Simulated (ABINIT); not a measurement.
Here is an ABINIT 10.8.3 (patched build) calculation.

The input run.abi:

```
# Pseudopotentials
pp_dirpath "./"
pseudos "Fe_ONCV_PBE-1.2.upf, O_ONCV_PBE-1.2.upf"

# Structure
acell 3*1.0 Angstrom
rprim
     0.0000000000     2.1554000000     2.1554000000
     2.1554000000     0.0000000000     2.1554000000
     2.1554000000     2.1554000000     0.0000000000
ntypat 2
znucl 26 8
natom 2
typat 1 2
xred
     0.0000000000     0.0000000000     0.0000000000
     0.5000000000     0.5000000000     0.5000000000

# Plane-wave basis
ecut 50.0

# k points
kptopt 1
ngkpt 11 11 11
nshiftk 1
shiftk 0.0 0.0 0.0

# Exchange and correlation
ixc -497498
usekden 1

# Bands and occupations
nband 16
occopt 3
tsmear 0.05 eV

# Spin
nsppol 2
spinat
     0.0000000000     0.0000000000     3.0000000000
     0.0000000000     0.0000000000     0.0000000000

# SCF cycle
nstep 100
tolvrs 1.0e-9

# Output
iomode 3
prtwf 0
prteig 0
prtebands 0
enunit 2
prtden 1
prtvha 1
prtvclmb 1
prtpot 1
```

Potentials or basis: SG15 NC PBE v1.2.

Command:

```bash
$ mpirun --bind-to none -np 4 abinit run.abi > log 2>&1
```

(1) What does it give for the net moment?

(2) Estimate the pressure.

(3) What does it give for the site moments?

(4) Predict the band gap on the k mesh.

Results:

(1) 4.00 μB per cell.

(2) -6.7 GPa.

(3) Fe +3.64; O +0.29 μB.

(4) none (metal or under the smearing width).

Caveat: the potentials were made for another functional, which shifts forces and pressure; a cell with one magnetic atom can't hold antiferromagnetic order, which such compounds often take; semilocal functionals often make such compounds metallic where correlation or magnetic order opens a gap, which also shifts bond lengths.
